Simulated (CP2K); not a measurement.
A run of CP2K 2026.2 is set up as follows.

bn_bands.inp

```
&GLOBAL
  PROJECT bn_bands
  RUN_TYPE ENERGY_FORCE
  PRINT_LEVEL LOW
&END GLOBAL
&FORCE_EVAL
  METHOD QS
  STRESS_TENSOR ANALYTICAL
  &DFT
    BASIS_SET_FILE_NAME BASIS_MOLOPT_UZH
    POTENTIAL_FILE_NAME POTENTIAL_UZH
    &MGRID
      CUTOFF 675
      REL_CUTOFF 60
      NGRIDS 4
    &END MGRID
    &QS
      METHOD GPW
      EPS_DEFAULT 1.0E-9
    &END QS
    &KPOINTS
      SCHEME MONKHORST-PACK 12 12 6
      GAMMA_CENTERED T
      SYMMETRY T
      SYMMETRY_BACKEND SPGLIB
    &END KPOINTS
    &SCF
      SCF_GUESS ATOMIC
      EPS_SCF 1.0E-6
      MAX_SCF 100
      ADDED_MOS 14
      CHOLESKY OFF
      EPS_EIGVAL 1.0E-7
      &DIAGONALIZATION ON
        ALGORITHM STANDARD
      &END DIAGONALIZATION
      &MIXING ON
        METHOD BROYDEN_MIXING
        ALPHA 0.4
        BETA 1.5
        NBUFFER 8
      &END MIXING
      &SMEAR ON
        METHOD FERMI_DIRAC
        ELECTRONIC_TEMPERATURE [K] 580.226
      &END SMEAR
    &END SCF
    &XC
      &XC_FUNCTIONAL
        &GGA_X_PBE_SOL
        &END GGA_X_PBE_SOL
        &GGA_C_PBE_SOL
        &END GGA_C_PBE_SOL
      &END XC_FUNCTIONAL
    &END XC
    &PRINT
      &KPOINTS ON
      &END KPOINTS
      &MULLIKEN ON
      &END MULLIKEN
      &MO ON
        ENERGIES T
        OCCUPATION_NUMBERS T
        &EACH
          QS_SCF 0
        &END EACH
        ADD_LAST NUMERIC
      &END MO
      &LOWDIN ON
      &END LOWDIN
      &HIRSHFELD ON
        SHAPE_FUNCTION DENSITY
      &END HIRSHFELD
      &BAND_STRUCTURE
        FILE_NAME bands.bs
        ADDED_MOS 6
        &KPOINT_SET
          UNITS B_VECTOR
          NPOINTS 8
          SPECIAL_POINT GAMMA 0.00000000 0.00000000 0.00000000
          SPECIAL_POINT M 0.50000000 0.00000000 0.00000000
          SPECIAL_POINT K 0.33333333 0.33333333 0.00000000
          SPECIAL_POINT GAMMA 0.00000000 0.00000000 0.00000000
          SPECIAL_POINT A 0.00000000 0.00000000 0.50000000
          SPECIAL_POINT L 0.50000000 0.00000000 0.50000000
          SPECIAL_POINT H 0.33333333 0.33333333 0.50000000
          SPECIAL_POINT A 0.00000000 0.00000000 0.50000000
        &END KPOINT_SET
        &KPOINT_SET
          UNITS B_VECTOR
          NPOINTS 8
          SPECIAL_POINT L 0.50000000 0.00000000 0.50000000
          SPECIAL_POINT M 0.50000000 0.00000000 0.00000000
        &END KPOINT_SET
        &KPOINT_SET
          UNITS B_VECTOR
          NPOINTS 8
          SPECIAL_POINT K 0.33333333 0.33333333 0.00000000
          SPECIAL_POINT H 0.33333333 0.33333333 0.50000000
        &END KPOINT_SET
      &END BAND_STRUCTURE
    &END PRINT
  &END DFT
  &SUBSYS
    &CELL
      A 2.5539396017 0.0000000000 0.0000000000
      B -1.2769698009 2.2117765748 0.0000000000
      C 0.0000000000 0.0000000000 4.2268550000
      PERIODIC XYZ
    &END CELL
    &COORD
      SCALED
      N   0.3333333333 0.6666666667 0.1252760000
      N   0.6666666667 0.3333333333 0.6252760000
      B   0.3333333333 0.6666666667 0.4997240000
      B   0.6666666667 0.3333333333 0.9997240000
    &END COORD
    &KIND N
      BASIS_SET TZVP-MOLOPT-PBE-GTH-q5
      POTENTIAL GTH-PBE-q5
    &END KIND
    &KIND B
      BASIS_SET TZVP-MOLOPT-PBE-GTH-q3
      POTENTIAL GTH-PBE-q3
    &END KIND
    &PRINT
      &ATOMIC_COORDINATES ON
      &END ATOMIC_COORDINATES
      &CELL ON
      &END CELL
    &END PRINT
  &END SUBSYS
  &PRINT
    &FORCES ON
    &END FORCES
    &STRESS_TENSOR ON
    &END STRESS_TENSOR
  &END PRINT
&END FORCE_EVAL
```

Potentials or basis: POTENTIAL_UZH N GTH-PBE-q5, B GTH-PBE-q3; TZVP-MOLOPT-PBE-GTH basis.

Launch:

```console
$ OMP_NUM_THREADS=1 cp2k.psmp -i bn_bands.inp -o bn_bands.out
```

**Question.** What does it give for the band gap along the path?

**Answer.** 4.98 eV, indirect (least direct gap 7.43 eV).

**Question.** What does it give for the Hirshfeld charges?

**Answer.** N -0.15; B +0.15 e.

**Question.** Estimate the pressure.

**Answer.** -2.4 GPa.

**Question.** What does it give for the largest force?

**Answer.** 0.005 eV/Å.

Levels at the corners of the path, in eV from the valence-band top:
```csv
point,band 6,band 7,band 8,band 9,band 10,band 11
Γ,-0.32,0.00,0.00,7.43,8.22,8.22
M,-4.98,-4.45,-2.11,6.53,7.80,10.49
K,-5.46,-5.43,-5.43,4.98,13.33,13.33
Γ,-0.32,0.00,0.00,7.43,8.22,8.22
A,-1.18,-1.18,-1.18,9.36,9.36,9.80
L,-3.77,-3.58,-3.58,6.39,6.39,9.92
H,-7.77,-3.04,-3.04,9.14,9.14,10.01
A,-1.18,-1.18,-1.18,9.36,9.36,9.80
L,-3.77,-3.58,-3.58,6.39,6.39,9.92
M,-4.98,-4.45,-2.11,6.53,7.80,10.49
K,-5.46,-5.43,-5.43,4.98,13.33,13.33
H,-7.77,-3.04,-3.04,9.14,9.14,10.01
```

Caveat: the potentials were made for another functional, which shifts forces and pressure; the basis of atomic orbitals isn't converged, which shifts pressures, moduli and gaps.
